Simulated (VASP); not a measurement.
# MnS (Browneite) (F-43m) in VASP: notebook

Runs on MnS (Browneite). Level: PBE. Tasks: single point.

All numbers are computed with VASP 6.6.1; they aren't measurements. Logs are shortened: lines on timing, memory, paths and dates and some standing lists are left out, and cuts for length are marked.

**1. Starting point**

It takes space group F-43m (No. 216, cubic). The conventional cell has a = 5.600 Å, b = 5.600 Å, c = 5.600 Å, α = 90.00°, β = 90.00°, γ = 90.00°. Around Mn (site symmetry -43m) lie 4 S at 2.42 Å. S (site symmetry -43m) has 4 Mn at 2.42 Å as nearest neighbours.

**2. Single point, PBE**

INCAR

```
SYSTEM = MnS
  ALGO = Normal
  EDIFF = 1E-6
  ENCUT = 520
  GGA = PE
  ISIF = 2
  ISMEAR = 0
  LASPH = .True.
  LCHARG = .True.
  LELF = .True.
  LREAL = .False.
  LVHAR = .True.
  LWAVE = .False.
  NBANDS = 16
  NELM = 100
  PREC = Accurate
  SIGMA = 0.05
```

KPOINTS

```
k-points
0
Gamma
  10 10 10
  0 0 0
```

POSCAR

```
MnS
1.0
    0.0000000000      2.8000000000      2.8000000000
    2.8000000000      0.0000000000      2.8000000000
    2.8000000000      2.8000000000      0.0000000000
Mn S
1 1
Direct
    0.0000000000      0.0000000000      0.0000000000
    0.2500000000      0.2500000000      0.2500000000
```

Potentials or basis: VASP PAW PBE potentials, release 64 (Mn_pv, S).

Run with:

```bash
$ cat potpaw_PBE.64/Mn_pv/POTCAR potpaw_PBE.64/S/POTCAR > POTCAR
$ mpirun -np 1 vasp_std > vasp.out
```

OUTCAR:

```text
SYSTEM = MnS
   EDIFF = 1E-6
   ENCUT = 520
   GGA = PE
   ISIF = 2
   ISMEAR = 0
   LASPH = .True.
   LREAL = .False.
   NELM = 100
   PREC = Accurate

 ion  position               nearest neighbor table
   1  0.000  0.000  0.000-   2 2.42   2 2.42   2 2.42   2 2.42
   2  0.250  0.250  0.250-   1 2.42   1 2.42   1 2.42   1 2.42

  LATTYP: Found a face centered cubic cell.
 ALAT       =     5.6000000000

  Lattice vectors:

 A1 = (   0.0000000000,   2.8000000000,   2.8000000000)
 A2 = (   2.8000000000,   0.0000000000,   2.8000000000)
 A3 = (   2.8000000000,   2.8000000000,   0.0000000000)

Analysis of symmetry for initial positions (statically):
=====================================================================
 Subroutine PRICEL returns:
 Original cell was already a primitive cell.

 Routine SETGRP: Setting up the symmetry group for a
 face centered cubic supercell.

 Subroutine GETGRP returns: Found 24 space group operations
 (whereof 24 operations were pure point group operations)
 out of a pool of 48 trial point group operations.

The static configuration has the point symmetry T_d .

Analysis of symmetry for dynamics (positions and initial velocities):
=====================================================================
 Subroutine PRICEL returns:
 Original cell was already a primitive cell.

 Routine SETGRP: Setting up the symmetry group for a
 face centered cubic supercell.

 Subroutine GETGRP returns: Found 24 space group operations
 (whereof 24 operations were pure point group operations)
 out of a pool of 48 trial point group operations.

The dynamic configuration has the point symmetry T_d .

 Subroutine INISYM returns: Found 24 space group operations
 (whereof 24 operations are pure point group operations),
 and found     1 'primitive' translations

----------------------------------------------------------------------------------------

                                     Primitive cell

  volume of cell :      43.9040

  direct lattice vectors                    reciprocal lattice vectors
     0.000000000  2.800000000  2.800000000    -0.178571429  0.178571429  0.178571429
     2.800000000  0.000000000  2.800000000     0.178571429 -0.178571429  0.178571429
     2.800000000  2.800000000  0.000000000     0.178571429  0.178571429 -0.178571429

  length of vectors
     3.959797975  3.959797975  3.959797975     0.309294787  0.309294787  0.309294787

  position of ions in fractional coordinates (direct lattice)
     0.000000000  0.000000000  0.000000000
     0.250000000  0.250000000  0.250000000

  ion indices of the primitive-cell ions
   primitive index   ion index
                 1           1
                 2           2

----------------------------------------------------------------------------------------

 KPOINTS: k-points

Automatic generation of k-mesh.
 Grid dimensions read from file:
 generate k-points for:   10   10   10

 Generating k-lattice:

  Cartesian coordinates                     Fractional coordinates (reciprocal lattice)
    -0.017857143  0.017857143  0.017857143     0.100000000  0.000000000  0.000000000
     0.017857143 -0.017857143  0.017857143     0.000000000  0.100000000  0.000000000
     0.017857143  0.017857143 -0.017857143     0.000000000  0.000000000  0.100000000

  Length of vectors
     0.030929479  0.030929479  0.030929479

  Shift w.r.t. Gamma in fractional coordinates (k-lattice)
     0.000000000  0.000000000  0.000000000

 Subroutine IBZKPT returns following result:
 ===========================================

 Found     47 irreducible k-points:

 Following reciprocal coordinates:
            Coordinates               Weight
  0.000000  0.000000  0.000000      1.000000
  0.100000  0.000000  0.000000      8.000000
  0.200000  0.000000  0.000000      8.000000
  0.300000  0.000000  0.000000      8.000000
  0.400000  0.000000  0.000000      8.000000
  0.500000  0.000000  0.000000      4.000000
[... 16 lines left out ...]
  0.300000  0.300000  0.000000      6.000000
  0.400000  0.300000  0.000000     24.000000
 [... further k-points ...]
   k-points           NKPTS =     47   k-points in BZ     NKDIM =     47   number of bands    NBANDS=     16
   number of dos      NEDOS =    301   number of ions     NIONS =      2
   total plane-waves  NPLWV =  27000
   dimension x,y,z NGX =    30 NGY =   30 NGZ =   30
   dimension x,y,z NGXF=    60 NGYF=   60 NGZF=   60
   ions per type =               1   1
   NGX,Y,Z   is equivalent  to a cutoff of  12.60, 12.60, 12.60 a.u.
   NGXF,Y,Z  is equivalent  to a cutoff of  25.19, 25.19, 25.19 a.u.
 SYSTEM =  MnS
   PREC   = accura    normal or accurate (medium, high low for compatibility)
   ISTART =      0    job   : 0-new  1-cont  2-samecut
   ICHARG =      2    charge: 1-file 2-atom 10-const
   ISPIN  =      1    spin polarized calculation?
   LNONCOLLINEAR =      F non collinear calculations
   LSORBIT =      F    spin-orbit coupling
   LASPH  =      T    aspherical Exc in radial PAW
   ENCUT  =  520.0 eV  38.22 Ry    6.18 a.u.   7.36  7.36  7.36*2*pi/ulx,y,z
   NELM   =    100;   NELMIN=  2; NELMDL= -5     # of ELM steps
   EDIFF  = 0.1E-05   stopping-criterion for ELM
   LREAL  =      F    real-space projection
   EDIFFG = 0.1E-04   stopping-criterion for IOM
   NSW    =      0    number of steps for IOM
   IBRION =     -1    ionic relax: 0-MD 1-quasi-New 2-CG
   NFREE  =      0    steps in history (QN), initial steepest desc. (CG)
   ISIF   =      2    stress and relaxation
   ISYM   =      2    0-nonsym 1-usesym 2-fastsym
   POTIM  = 0.5000    time-step for ionic-motion
   TEBEG  =    0.0;   TEEND  =   0.0 temperature during run
   PSTRESS=    0.0 pullay stress
   NELECT =      19.0000    total number of electrons
   NUPDOWN=      -1.0000    fix difference up-down
   EMIN   =  10.00;   EMAX   =-10.00  energy-range for DOS
   EFERMI =   0.00;   METHOD = LEGACY
   ISMEAR =     0;   SIGMA  =   0.05  broadening in eV -4-tet -1-fermi 0-gaus
   EFERMI_NEDOS =   21; number of points for ismear=-14 and -15
   IALGO  =     38    algorithm
   IMIX   =      4    mixing-type and parameters
     AMIX     =   0.40;   BMIX     =  1.00
     AMIX_MAG =   1.60;   BMIX_MAG =  1.00
  volume/ion in A,a.u.               =      21.95       148.14
  Fermi-wavevector in a.u.,A,eV,Ry     =   1.238297  2.340041 20.862879  1.533378
  Thomas-Fermi vector in A             =   2.372828
   LORBIT       =      0    0 simple, 1 ext, 2 COOP (PROOUT), +10 PAW based schemes
   GGA     = PE    functional components
   LHFCALC =     F    Hartree Fock is set to
   AEXX    =    0.0000 exact exchange contribution
   IVDW    =     0    specifies the selected vdW correction
   LEPSILON=     F    determine dielectric tensor
   LRPA    =     F    only Hartree local field effects (RPA)
 non-spin polarized calculation
 Gauss-broadening in eV      SIGMA  =   0.05
  energy-cutoff  :      520.00
  volume of cell :       43.90
 maximum number of plane-waves:      1243
 NGX is ok and might be reduce to    30
   NGX = 15   NGY = 15   NGZ = 15

 number of electron      18.9999990 magnetization

 Free energy of the ion-electron system (eV)
  ---------------------------------------------------
  ext. energy  EPLUGINS =         0.00000000
  ---------------------------------------------------
  free energy    TOTEN  =       -12.49684031 eV

  energy without entropy =      -12.49107303  energy(sigma->0) =      -12.49395667

 E-fermi :   3.7680     XC(G=0):  -9.4242

 val. band max:        3.7666376876   @ k =  -0.3000   0.3000   0.1000
 cond. band min:       3.7695119389   @ k =   0.5000   0.3000   0.1000
 fundamental gap:      0.0028742513
 Fermi energy:         3.7680131861

 k-point     1 :       0.0000    0.0000    0.0000
  band No.  band energies     occupation
      1     -43.9121      2.00000
      2     -43.9121      2.00000
      3     -43.9121      2.00000
      4      -9.7790      2.00000
      5       0.2965      2.00000
      6       0.2965      2.00000
[... 8 lines left out ...]
     15      10.7315      0.00000
     16      10.7315      0.00000

 k-point     2 :       0.1000    0.0000    0.0000
  band No.  band energies     occupation
      1     -43.9125      2.00000
      2     -43.9122      2.00000
      3     -43.9122      2.00000
      4      -9.7262      2.00000
      5       0.1205      2.00000
      6       0.3119      2.00000
[... 8 lines left out ...]
     15      10.8812      0.00000
     16      10.8812      0.00000

 k-point     3 :       0.2000    0.0000    0.0000
  band No.  band energies     occupation
      1     -43.9135      2.00000
      2     -43.9123      2.00000
      3     -43.9123      2.00000
      4      -9.5831      2.00000
      5      -0.2963      2.00000
      6       0.3496      2.00000
[... 8 lines left out ...]
     15      11.1837      0.00000
     16      11.1837      0.00000

 k-point     4 :       0.3000    0.0000    0.0000
  band No.  band energies     occupation
      1     -43.9147      2.00000
      2     -43.9125      2.00000
      3     -43.9125      2.00000
      4      -9.3954      2.00000
      5      -0.7552      2.00000
      6       0.3907      2.00000
[... 8 lines left out ...]
     15      11.3228      0.00000
     16      11.3228      0.00000
[... 324 lines left out ...]
 k-point    22 :      -0.2000    0.2000    0.0000
  band No.  band energies     occupation
      1     -43.9145      2.00000
      2     -43.9132      2.00000
      3     -43.9125      2.00000
      4      -9.3322      2.00000
      5      -0.6661      2.00000
      6       0.1434      2.00000
[... 8 lines left out ...]
     15      10.5982      0.00000
     16      11.6315      0.00000

 k-point    23 :       0.3000    0.3000    0.0000
  band No.  band energies     occupation
      1     -43.9147      2.00000
      2     -43.9131      2.00000
      3     -43.9131      2.00000
      4      -9.2699      2.00000
      5      -0.8163      2.00000
      6       0.3951      2.00000
[... 8 lines left out ...]
     15      12.3815      0.00000
     16      13.0363      0.00000

 k-point    24 :       0.4000    0.3000    0.0000
  band No.  band energies     occupation
      1     -43.9153      2.00000
      2     -43.9134      2.00000
      3     -43.9133      2.00000
      4      -9.1432      2.00000
      5      -0.9650      2.00000
      6       0.3451      2.00000
[... 8 lines left out ...]
     15      12.1657      0.00000
     16      13.3769      0.00000

 [... further k-points ...]

------------------------ aborting loop because EDIFF is reached ----------------------------------------

  FORCE on cell =-STRESS in cart. coord.  units (eV):
  Direction    XX          YY          ZZ          XY          YZ          ZX
  --------------------------------------------------------------------------------------
  -------------------------------------------------------------------------------------
  Total       -5.7391194     -5.7391194     -5.7391194      0.0000000     -0.0000000      0.0000000
  in kB     -209.4362012   -209.4362012   -209.4362012      0.0000000     -0.0000000      0.0000000
  external PRESSURE =    -209.4362012 kB  Pullay stress =       0.0000000 kB

 VOLUME and BASIS-vectors are now :
 -----------------------------------------------------------------------------
  energy-cutoff  :      520.00
  volume of cell :       43.90
      direct lattice vectors                 reciprocal lattice vectors
     0.000000000  2.800000000  2.800000000    -0.178571429  0.178571429  0.178571429
     2.800000000  0.000000000  2.800000000     0.178571429 -0.178571429  0.178571429
     2.800000000  2.800000000  0.000000000     0.178571429  0.178571429 -0.178571429

 POSITION                                       TOTAL-FORCE (eV/Angst)
 -----------------------------------------------------------------------------------
      0.00000      0.00000      0.00000        -0.000000     -0.000000     -0.000000
      1.40000      1.40000      1.40000         0.000000      0.000000      0.000000
 -----------------------------------------------------------------------------------
    total drift:                               -0.000001     -0.000001     -0.000001

  FREE ENERGIE OF THE ION-ELECTRON SYSTEM (eV)
  ---------------------------------------------------
  free  energy   TOTEN  =       -12.4968403053 eV

  energy  without entropy=      -12.4910730332  energy(sigma->0) =      -12.49395667
```

Run time: 30 s. Hardware: 1 thread of Intel Xeon Platinum 8259CL at 2.50GHz (Skylake/Cascade Lake), shared host; peak memory 0.18 GiB.

What came out:

```
Free energy            : -12.4968 eV
Pressure               : -20.9 GPa
Band gap on the k mesh : none (metal or under the smearing width)
```

Caveat: so large a pressure means that the cell lies far from this level's equilibrium, or that cutoff or potentials fall short; the run has no spin polarisation, though such a crystal can be magnetic; semilocal functionals often make such compounds metallic where correlation or magnetic order opens a gap, which also shifts bond lengths. With open d or f shells a metallic result of PBE can be an artefact of self-interaction; +U or a hybrid may open a gap.

**3. Single point, PBE**

This run uses another cell than the first one, of 15.42 Å³/atom, 0.702 times its volume.

INCAR

```
SYSTEM = MnS
ALGO = Fast
EDIFF = 1E-6
ENCUT = 520
GGA = PE
ISIF = 2
ISMEAR = 0
LASPH = .True.
LCHARG = .False.
LREAL = .False.
LWAVE = .False.
NBANDS = 16
NELM = 100
PREC = Accurate
SIGMA = 0.05
```

KPOINTS is that of step 2.

POSCAR

```
MnS
1.0
    0.0000000000      2.4887531611      2.4887531611
    2.4887531611      0.0000000000      2.4887531611
    2.4887531611      2.4887531611      0.0000000000
Mn S
1 1
Direct
    0.0000000000      0.0000000000      0.0000000000
    0.2500000000      0.2500000000      0.2500000000
```

Potentials or basis: VASP PAW PBE potentials, release 64 (Mn_pv, S).

Run with:

```bash
$ cat potpaw_PBE.64/Mn_pv/POTCAR potpaw_PBE.64/S/POTCAR > POTCAR
$ mpirun -np 1 vasp_std > vasp.out
```

Run time: 26 s. Hardware: 1 thread of Intel Xeon Platinum 8259CL at 2.50GHz (Skylake/Cascade Lake), shared host; peak memory 0.16 GiB.

It converged, with:

* Free energy: -13.6782 eV
* Pressure: 0.6 GPa
* Band gap on the k mesh: none (metal or under the smearing width)

Levels at points of the mesh, in eV from the Fermi level:
| k point | band 5 | band 6 | band 7 | band 8 | band 9 | band 10 | band 11 | band 12 | band 13 | band 14 |
| --- | --- | --- | --- | --- | --- | --- | --- | --- | --- | --- |
| (0.00, 0.00, 0.00) | -4.59 | -4.59 | -4.59 | -0.69 | -0.69 | 3.63 | 3.63 | 3.63 | 3.72 | 7.91 |
| (0.50, 0.00, 0.00) | -6.52 | -4.32 | -4.32 | -0.45 | -0.45 | -0.25 | 1.92 | 1.92 | 5.47 | 8.60 |
| (0.50, 0.50, 0.00) | -6.58 | -3.98 | -3.98 | -1.60 | -0.14 | -0.05 | 0.31 | 0.31 | 5.49 | 6.80 |

Caveat: the run has no spin polarisation, though such a crystal can be magnetic; semilocal functionals often make such compounds metallic where correlation or magnetic order opens a gap, which also shifts bond lengths.
